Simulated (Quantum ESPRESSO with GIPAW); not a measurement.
# 27Al and 15N NMR of AlN, calculated

Wanted: NMR shieldings for each site of AlN.

Program: Quantum ESPRESSO with GIPAW 8.0dev (patched build). Level of theory: DFT, PBEsol, plane-wave PAW (pslibrary 1.0.0 recipes), scalar-relativistic, GIPAW; a patched development version of the program. Results are calculated unless marked as measured.

## (1) Starting point

Symmetry: P6_3/mmc, No. 194, hexagonal system. The conventional cell has a = 3.312 Å, b = 3.312 Å, c = 4.188 Å, α = 90.00°, β = 90.00°, γ = 120.00°. Nearest to Al lie 5 N at 1.91 to 2.09 Å. N has 5 Al at 1.91 to 2.09 Å nearest. Farther neighbours and most contacts between anions are not listed.

The cell is a computed entry of the Materials Project; it need not be the form that is stable at ambient conditions.

## (2) Self-consistent run

First the ground state. The response equations take the occupied wavefunctions as exact, so conv_thr is set much tighter than for an energy. No empty states are asked for: the response is solved without them. The mesh has a spacing of 0.28 Å⁻¹ at most. The PAW files were made with ld1.x from the pslibrary 1.0.0 recipes, with GIPAW reconstruction switched on.

scf.in

```
&control
  calculation = 'scf'
  prefix = 'x'
  outdir = './tmp/'
  pseudo_dir = './'
/
&system
  ibrav = 0
  nat = 4
  ntyp = 2
  ecutwfc = 55
  ecutrho = 340
  nbnd = 8
/
&electrons
  conv_thr = 1.0d-10
  mixing_beta = 0.7
  electron_maxstep = 100
/
ATOMIC_SPECIES
  Al 26.982 Al.pbesol-n-kjpaw_psl.1.0.0-gipaw.UPF
  N 14.007 N.pbesol-n-kjpaw_psl.1.0.0-gipaw.UPF
CELL_PARAMETERS angstrom
  3.31211574 0.00000000 0.00000000
  -1.65605787 2.86837637 0.00000000
  0.00000000 0.00000000 4.18756300
ATOMIC_POSITIONS crystal
  Al 0.66666667 0.33333333 0.25000000
  Al 0.33333333 0.66666667 0.75000000
  N 0.66666667 0.33333333 0.75000000
  N 0.33333333 0.66666667 0.25000000
K_POINTS automatic
  8 8 6 0 0 0
```

Run with:

```
> mpirun -np 4 pw.x -nk 4 -in scf.in > scf.out
```

The log of the run:

```text
[...]
as large as its charge; the limit is 4.5
     Functions over the limit replaced by smooth ones with the moment of the charge, as mend_augmentation asks: 2
     This moves results (see INPUT_PW). Waves and levels in the save fit builds from 8.0dev_s219 on
     using ibrav=0 with symmetry is DISCOURAGED, use correct ibrav instead

     bravais-lattice index     =            0
     lattice parameter (alat)  =       6.2590  a.u.
     unit-cell volume          =     268.4724 (a.u.)^3
     number of atoms/cell      =            4
     number of atomic types    =            2
     number of electrons       =        16.00
     number of Kohn-Sham states=            8
     kinetic-energy cutoff     =      55.0000  Ry
     charge density cutoff     =     340.0000  Ry
     scf convergence threshold =      1.0E-10
     mixing beta               =       0.7000
     number of iterations used =            8  plain     mixing
     Exchange-correlation= SLA-PW-PSX-PSC
                           (   1   4  10   8   0   0   0)
[...]
Al                3.00    26.98200     Al( 1.00)
     N                 5.00    14.00700     N ( 1.00)

     24 Sym. Ops., with inversion, found (12 have fractional translation)
[...]
number of k points=    40
[...]
Dense  grid:    28475 G-vectors     FFT dimensions: (  40,  40,  48)

     Smooth grid:    14803 G-vectors     FFT dimensions: (  30,  30,  40)

     Check: negative core charge=   -0.000002

     Initial potential from superposition of free atoms

     starting charge      15.9956, renormalised to      16.0000
     Starting wfcs are   16 randomized atomic wfcs

     Self-consistent Calculation

     iteration #  1     ecut=    55.00 Ry     beta= 0.70
     Davidson diagonalization with overlap
     ethr =  1.00E-02,  avg # of iterations =  2.0

     total energy              =    -132.55544651 Ry
     estimated scf accuracy    <       1.08839119 Ry

     iteration #  2     ecut=    55.00 Ry     beta= 0.70
     Davidson diagonalization with overlap
     ethr =  6.80E-03,  avg # of iterations =  2.2

     total energy              =    -132.93143652 Ry
     estimated scf accuracy    <       0.69101105 Ry

     iteration #  3     ecut=    55.00 Ry     beta= 0.70
     Davidson diagonalization with overlap
     ethr =  4.32E-03,  avg # of iterations =  2.0

     total energy              =    -133.02546833 Ry
     estimated scf accuracy    <       0.01419081 Ry

[...]
total energy              =    -133.03682152 Ry
[...]
iteration # 14     ecut=    55.00 Ry     beta= 0.70
     Davidson diagonalization with overlap
     ethr =  1.43E-11,  avg # of iterations =  2.3

     total energy              =    -133.03682152 Ry
     estimated scf accuracy    <          7.8E-09 Ry

     iteration # 15     ecut=    55.00 Ry     beta= 0.70
     Davidson diagonalization with overlap
     ethr =  1.43E-11,  avg # of iterations =  2.1

     End of self-consistent calculation
     [one-electron energies left out]

!    total energy              =    -133.03682152 Ry
     total all-electron energy =     -1188.020506 Ry
     estimated scf accuracy    <          6.2E-12 Ry

     The total energy is the sum of the following terms:
     one-electron contribution =      -0.16640118 Ry
     hartree contribution      =      11.12911021 Ry
     xc contribution           =     -17.01501847 Ry
     ewald contribution        =     -44.35898088 Ry
     one-center paw contrib.   =     -82.62553119 Ry

     convergence has been achieved in  15 iterations
[...]
JOB DONE.
```

The job ended after 9.6 s (4 MPI ranks of Arm Neoverse V1, shared host; peak memory 0.54 GiB; 38 s of CPU time).

It converged in 15 cycles to an estimated accuracy of 6e-12 Ry, on 40 irreducible k-points.

## (3) Shieldings

A uniform field breaks periodicity, so gipaw.x applies it as a wave of small q and takes the limit. It solves for the first-order states, builds the induced current and gets the field at each nucleus by Biot–Savart; the PAW spheres add what the smooth waves miss near the nuclei. pawproj makes the reconstruction use the PAW data sets' own projectors.

nmr.in

```
&inputgipaw
  job = 'nmr'
  prefix = 'x'
  tmp_dir = './tmp/'
  restart_mode = 'from_scratch'
  verbosity = 'low'
  q_gipaw = 0.01
  spline_ps = .true.
  conv_threshold = 1.0d-11
  use_nmr_macroscopic_shape = .false.
  pawproj(1) = .true.
  pawproj(2) = .true.
/
```

Run with:

```
> mpirun -np 4 gipaw.x -in nmr.in > nmr.out
```

The log of the run:

```text
[banner, memory and clock lines left out]
[a note of our patched build left out]

     Parallelizing q-star over 1 images

     IMPORTANT: XC functional enforced from input :
     Exchange-correlation= PBESOL
                           (   1   4  10   8   0   0   0)
     Any further DFT definition will be discarded
     Please, verify this is what you really want

     In N.pbesol-n-kjpaw_psl.1.0.0-gipaw.UPF the largest augmentation function (projectors 1 and 4, L = 1) is 9.4 times
     as large as its charge; the limit is 4.5
     Functions over the limit replaced by smooth ones with the moment of the charge, as in the saved run: 2

     Check: negative core charge=   -0.000002
[...]
WARNING: some symmetry operations do not permute x, y and z, so the susceptibility and the shape term are
     wrong: all shieldings move alike (in wurtzite BN nosym gave 13 and 6 ppm more at 3 and 6 points an axis).
     Run pw.x with nosym, and raise the mesh until the susceptibility stays

     alpha_pv=     33.5634 eV

     spline_ps is .false., expect some extrapolation errors

     q-space interpolation up to    66.00 Rydberg

     GIPAW job: nmr
     NMR macroscopic correction: no
[...]
Computing the magnetic susceptibility     isolve=0    ethr=  0.1000E-10
     Starting from scratch
     k-point #    1 of    40      pool #  1    cpu time:       0.7
[...]
End of magnetic susceptibility calculation

     f-sum rule (1st term):
           -15.7157          0.0000          0.0000
             0.0000        -15.7157          0.0000
            -0.0000          0.0000        -15.7047

     f-sum rule (2nd term):
            -0.2297         -0.0000          0.0000
            -0.0000         -0.2297         -0.0000
            -0.0000          0.0000         -0.2420

     f-sum rule (should be   -15.9443):
           -15.9454          0.0000          0.0000
             0.0000        -15.9454         -0.0000
            -0.0000          0.0000        -15.9467

[... susceptibilities left out ...]
     Contributions to the NMR chemical shifts: -------------------------------

     Macroscopic shape contribution in ppm:                    0.00
             0.0000          0.0000          0.0000
             0.0000          0.0000          0.0000
             0.0000          0.0000          0.0000

     Core contribution in ppm:

     Atom  1  Al  pos: (  0.500000  0.288675  0.316079)  core sigma:         765.91
     Atom  2  Al  pos: ( -0.000000  0.577350  0.948237)  core sigma:         765.91
     Atom  3  N   pos: (  0.500000  0.288675  0.948237)  core sigma:         235.22
     Atom  4  N   pos: ( -0.000000  0.577350  0.316079)  core sigma:         235.22

     Bare contribution in ppm:

     Atom  1  Al  pos: (  0.500000  0.288675  0.316079)  bare sigma:         -19.60
[...]
Atom  2  Al  pos: ( -0.000000  0.577350  0.948237)  bare sigma:         -19.60
[...]
Atom  3  N   pos: (  0.500000  0.288675  0.948237)  bare sigma:          -4.39
[...]
Atom  4  N   pos: ( -0.000000  0.577350  0.316079)  bare sigma:          -4.39
[...]
Diamagnetic contribution in ppm:

     Atom  1  Al  pos: (  0.500000  0.288675  0.316079)  dia sigma:           2.30
[...]
Atom  2  Al  pos: ( -0.000000  0.577350  0.948237)  dia sigma:           2.30
[...]
Atom  3  N   pos: (  0.500000  0.288675  0.948237)  dia sigma:           6.78
[...]
Atom  4  N   pos: ( -0.000000  0.577350  0.316079)  dia sigma:           6.78
[...]
Paramagnetic contribution in ppm:

     Atom  1  Al  pos: (  0.500000  0.288675  0.316079)  para sigma:        -246.73
[...]
Atom  2  Al  pos: ( -0.000000  0.577350  0.948237)  para sigma:        -246.73
[...]
Atom  3  N   pos: (  0.500000  0.288675  0.948237)  para sigma:         -94.29
[...]
Atom  4  N   pos: ( -0.000000  0.577350  0.316079)  para sigma:         -94.29
[...]
Paramagnetic US occ-occ contribution in ppm:

     Atom  1  Al  pos: (  0.500000  0.288675  0.316079)  para_oo sigma:          -1.08
[...]
Atom  2  Al  pos: ( -0.000000  0.577350  0.948237)  para_oo sigma:          -1.08
[...]
Atom  3  N   pos: (  0.500000  0.288675  0.948237)  para_oo sigma:          -0.49
[...]
Atom  4  N   pos: ( -0.000000  0.577350  0.316079)  para_oo sigma:          -0.49
[...]
Paramagnetic US L_R Q_R contribution in ppm:

     Atom  1  Al  pos: (  0.500000  0.288675  0.316079)  para_lq sigma:           3.10
[...]
Atom  2  Al  pos: ( -0.000000  0.577350  0.948237)  para_lq sigma:           3.10
[...]
Atom  3  N   pos: (  0.500000  0.288675  0.948237)  para_lq sigma:         -52.07
[...]
Atom  4  N   pos: ( -0.000000  0.577350  0.316079)  para_lq sigma:         -52.07
[...]
Total NMR chemical shifts in ppm: ---------------------------------------
     (adopting the Simpson convention for anisotropy and asymmetry)-----------

     Atom  1  Al  pos: (  0.500000  0.288675  0.316079)  Total sigma:         503.91
           554.0300          0.0000         -0.0000
             0.0000        554.0300          0.0000
            -0.0000          0.0000        403.6564

     Al      1    anisotropy:   -150.37    eta:    0.0000
[...]
Atom  2  Al  pos: ( -0.000000  0.577350  0.948237)  Total sigma:         503.91
[... its tensor is left out ...]
     Atom  3  N   pos: (  0.500000  0.288675  0.948237)  Total sigma:          90.76
            89.0111         -0.0000          0.0000
            -0.0000         89.0111          0.0000
            -0.0000         -0.0000         94.2603

     N       3    anisotropy:      5.25    eta:    0.0000
[...]
Atom  4  N   pos: ( -0.000000  0.577350  0.316079)  Total sigma:          90.76
[... its tensor is left out ...]
```

It took 63 s on 4 MPI ranks; peak memory 0.27 GiB.

The f-sum rule is met to 0.0024 of 15.9 (0.02 %). Converged shieldings require that this miss be small, but a small miss does not prove them. gipaw.x warns that with these symmetry operations the susceptibility and the shape term are unreliable; the other terms are not touched. This build smooths some augmentation functions of the files as it reads them, which, it says, moves results; by how much was not measured here.

From the symmetric part of each tensor, with principal values σ11 ≤ σ22 ≤ σ33: σ_iso is their mean, the span is σ33 − σ11 and the skew 3(σ_iso − σ22)/span. (gipaw.x prints an anisotropy in another convention.)

```tsv
site	atom no.	atoms in cell	σ_iso (ppm)	span (ppm)	skew
Al	1	2	503.9	150.4	-1.00
N	3	2	90.8	5.2	1.00
```

The macroscopic shape term is switched off. For a spherical sample the valence susceptibility of this run would add about 7 ppm to every site, a rough estimate, since the susceptibility converges slowly and lacks part of the PAW terms, above all in hexagonal and trigonal cells. Differences within the crystal don't depend on it, but shieldings of different compounds can't be compared to better than a few ppm without it.

An axis of order three or more runs through Al and N, so two principal values coincide and the skew is ±1. In this run the largest span is that of Al (site symmetry -6m2), with principal values 403.7, 554.0 and 554.0 ppm.

How the isotropic values are made up (ppm). The core part is that of the free atom's core; bare is the current of the smooth valence states; the last two are what the PAW spheres add to the diamagnetic and the paramagnetic current:

```tsv
site	core	bare	reconstruction, dia	reconstruction, para
Al	765.9	-19.6	2.3	-244.7
N	235.2	-4.4	6.8	-146.9
```

27Al also has a quadrupolar coupling here. It is not given: on PAW files the efg job of this gipaw.x leaves out the augmentation charge of neighbouring atoms and can miss by tens of per cent.

## (4) From shieldings to shifts

Covalently bonded atoms count as neighbours within 1.18 times the sum of their radii. Otherwise a cation's neighbours lie within 1.2 times its shortest bond (1.3 for large cations, each anion's radius taken off where they differ), and an anion's are the cations that count it.

```tsv
site	atom no.	atoms in cell	surroundings	bonds (Å)	σ_iso (ppm)
Al	1	2	AlN5	1.91 to 2.09	503.9
N	3	2	bound to Al5	1.91 to 2.09	90.8
```

Simulated spectrum: 15N static powder, 11.7 T (50.5 MHz), lines broadened by 1 ppm; the axis counts ppm from the isotropic position of N, as −Δσ; rigid lattice, with dipolar and J couplings left out.

offset (ppm), intensity and a bar:
```
     5.96       0.00 
     5.54       0.00 
     5.11       0.01 
     4.69       0.01 
     4.30       0.01 
     3.87       0.01 
     3.45       0.02 #
     3.06       0.03 #
     2.63       0.09 ###
     2.21       0.34 ##########
     1.82       0.78 #######################
     1.43       1.00 ##############################
     1.39       1.00 ##############################
     0.97       0.83 #########################
     0.54       0.65 ####################
     0.15       0.56 #################
    -0.27       0.49 ###############
    -0.70       0.44 #############
    -1.09       0.41 ############
    -1.51       0.38 ###########
    -1.93       0.36 ###########
    -2.33       0.34 ##########
    -2.75       0.31 #########
    -3.17       0.24 #######
    -3.60       0.13 ####
    -3.99       0.05 #
    -4.41       0.02 
    -4.84       0.01 
    -5.23       0.01 
    -5.65       0.00 
    -6.08       0.00 
    -6.47       0.00 
    -6.89       0.00 
    -7.32       0.00 
    -7.71       0.00
```

Most prominent maxima (ppm: height): 1.43: 1.00.

## (5) Results

```
27Al shielding without shape term : 503.9 ppm
15N shielding without shape term  : 90.8 ppm
```

What this shows: 27Al has one site (AlN5), with isotropic shielding 503.9 ppm (shape term left out). A shift needs a reference, δ = σ_ref − σ, fixed on measured compounds; for 27Al of this kind at this level too few were at hand, or they scattered too widely about a line, so none is given. No sound run at another cutoff or mesh is at hand, so convergence rests on the f-sum rule and on experience with these files. This build of gipaw.x prints that it is not audited and that its numbers are no references by themselves. It also reports spline_ps as false although the input sets it; why was not traced.

[Banner, clock, file and message-heading lines were taken out of the pw.x and gipaw.x logs.]

[Logs are printed without paths, hosts, clocks, repeated set-up lines and the standing remarks that a program may print on its own settings, such as how far it seeks lower states.]

[Hosts, paths, dates, database ids (printed as entryN), source tags and the programs' standing remarks are cut or masked in the printed files.]

[Where no reference line passes its bar on scatter, no shift is given, so a measured shift of this compound may stand uncompared.]
